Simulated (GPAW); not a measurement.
The system is Fe.

```
Fe
1.0
    -1.44300    1.44300    1.44300
     1.44300   -1.44300    1.44300
     1.44300    1.44300   -1.44300
Fe
1
Cartesian
  0.0000 0.0000 0.0000
```

```yaml
Program: GPAW 26.7.0
Task: relaxation of cell and atoms
Functional: PBE
Dispersion: D3(BJ)
Potentials_or_basis: GPAW PAW data sets (gpaw-data 1.2.1)
Cutoff: 600 eV
Basis: pw
k_mesh: 13 × 13 × 13
Occupations: fermi-dirac, width 0.05 eV
Spin: collinear spin, ferromagnetic start
Starting_moments: "[3.0] μB"
```

At the start: pressure -12.6 GPa; volume 12.02 Å³/atom.

Where does the relaxation end?

Over 4 steps the energy falls by 38.7 meV/atom and the volume is 11.15 Å³/atom (-7.3 %); space group Im-3m (No. 229, to 0.05 Å); moment 2.09 μB per cell.

The path:
```tsv
step	energy change (eV)	largest force (eV/Å)	pressure (GPa)	volume (Å³)
1	0.0000	0.0000	-12.64	12.02
2	-0.0299	0.0000	-6.94	11.54
3	-0.0379	0.0000	2.17	11.03
4	-0.0387	0.0000	-0.14	11.15
```

Final structure:
```yaml
crystal:
  lattice:
    - [-1.40715, 1.40715, 1.40715]
    - [1.40715, -1.40715, 1.40715]
    - [1.40715, 1.40715, -1.40715]
  atoms:
    - { symbol: Fe, position: [0.00000, 0.00000, 0.00000] }
```

Caveat: each step starts from the last one's moments, so a moment once lost doesn't come back; later steps reuse the first step's grids; pairwise dispersion overbinds metals, which lowers pressure and volume.
